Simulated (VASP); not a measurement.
A run of VASP 6.6.1 is set up as follows.

The input INCAR:

```
  ALGO = Normal
  EDIFF = 1E-6
  ENCUT = 520
  GGA = PS
  ISIF = 2
  ISMEAR = 0
  LASPH = T
  LCHARG = F
  LREAL = F
  LWAVE = F
  NBANDS = 16
  NELM = 100
  PREC = Accurate
  SIGMA = 0.01
```

The input KPOINTS:

```
k-points
0
Gamma
  9 9 6
```

The input POSCAR:

```
AlN
1.0
    3.1138306564      0.0000000000      0.0000000000
   -1.5569153282      2.6966564515      0.0000000000
    0.0000000000      0.0000000000      4.9833844331
Al N
2 2
Direct
    0.3333333333      0.6666666667     -0.0009977847
    0.6666666667      0.3333333333      0.4990022153
    0.3333333333      0.6666666667      0.3809977847
    0.6666666667      0.3333333333      0.8809977847
```

Potentials or basis: VASP PAW PBE potentials, release 64 (Al, N).

Launch:

```console
$ cat potpaw_PBE.64/Al/POTCAR potpaw_PBE.64/N/POTCAR > POTCAR
$ mpirun -np 1 vasp_std > vasp.out
```

Estimate the band gap on the k mesh.

4.11 eV, direct.

What does it give for the pressure?

0.0 GPa.

Caveat: the PAW data sets were made with another functional, which shifts forces and pressure a little; an odd mesh through Γ misses points on the zone boundary, where band edges often lie.
